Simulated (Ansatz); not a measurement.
A run of Ansatz 0.2.0:

File input.yaml:

```yaml
crystal:
  lattice:
    - [-1.51435, 1.51435, 1.51435]
    - [1.51435, -1.51435, 1.51435]
    - [1.51435, 1.51435, -1.51435]
  atoms:
    - { symbol: V, position: [0.0, 0.0, 0.0], spin: 2.0 }
hamiltonian:
  xc: pbesol
  pseudopotentials: { kind: paw, partial_waves: polarizable }
  dispersion: d4
  hubbard: { sites: [{ species: V, l: d, u_eff: 7.0 }], double_counting: fll }
magnetization:
  spin_polarized: true
kpoints:
  mp_grid: { grid: [12, 12, 12] }
scf:
  occupations: { method: gaussian, width: 0.05 }
output:
  forces: true
  stress: true
  eigenvalues: true
  xc_energy_on_converged_density: [lda, pbe, rpbe, revpbe, blyp, r2scan]
```

Potentials or basis: Ansatz PAW polarizable.

The run is started by

```sh
$ ansatz run input.yaml --threads 2 --pin off --max-ram 5120MiB --backend cpu --events-out ev --progress --plain --runs-dir out
```

Hardware: 2 threads of Arm Neoverse V2, on a shared host.

Task: Estimate the wall time of this run.

Result: Wall time 15 s on 2 threads of Arm Neoverse V2, with other jobs on the host, peak memory 0.54 GiB. Counts: scf iterations 78, plane waves 249, k points 72, bands 12.
